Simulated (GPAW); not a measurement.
CdTe: single point with PBEsol

**Experimental background.**

A printed reference work, data compilation reports, for a bulk crystal of CdTe at 0 K: band gap 1.607 eV.

CdTe:

```
Te Cd
1.0
     0.00000    3.20500    3.20500
     3.20500    0.00000    3.20500
     3.20500    3.20500    0.00000
Te Cd
1 1
Cartesian
  1.6025 1.6025 1.6025
  0.0000 0.0000 0.0000
```

```
Program             : GPAW 26.7.0
Task                : single point
Functional          : PBEsol
Potentials or basis : PAW data sets generated in the run's folder for this functional
Cutoff              : 500 eV
Basis               : pw
k mesh              : 6 × 6 × 6
Occupations         : fermi-dirac, width 0.01 eV
Spin                : no spin polarisation
```

```yaml
Pressure: 1.0 GPa
Band_gap_on_the_k_mesh: 0.75 eV, direct
```

Levels at points of the mesh, in eV from the valence-band top:
```
           k point  band 7  band 8  band 9  band 10  band 11  band 12
(0.00, 0.00, 0.00)    0.00    0.00    0.00     0.75     4.52     4.52
(0.50, 0.50, 0.00)   -4.51   -2.01   -2.01     2.42     2.60     8.88
(0.50, 0.50, 0.50)   -4.67   -0.84   -0.84     1.76     5.13     5.13
```

It took 15 s on 1 thread of Arm Neoverse V1 (shared host), peak memory 0.15 GiB.

Measured gap of CdTe: 1.607 eV (0 K; a printed reference work, data compilation). This calculation gives 0.75 eV (-0.85 eV). Spin-orbit coupling on Cd, Te is left out. The value is that of PBEsol, without temperature or zero-point motion. Semilocal functionals fall short of measured gaps as a rule.

Caveat: the cutoff is short for stress and forces, so pressures can be off by a GPa or more; spin-orbit coupling is left out, which moves the levels of the heavy elements.
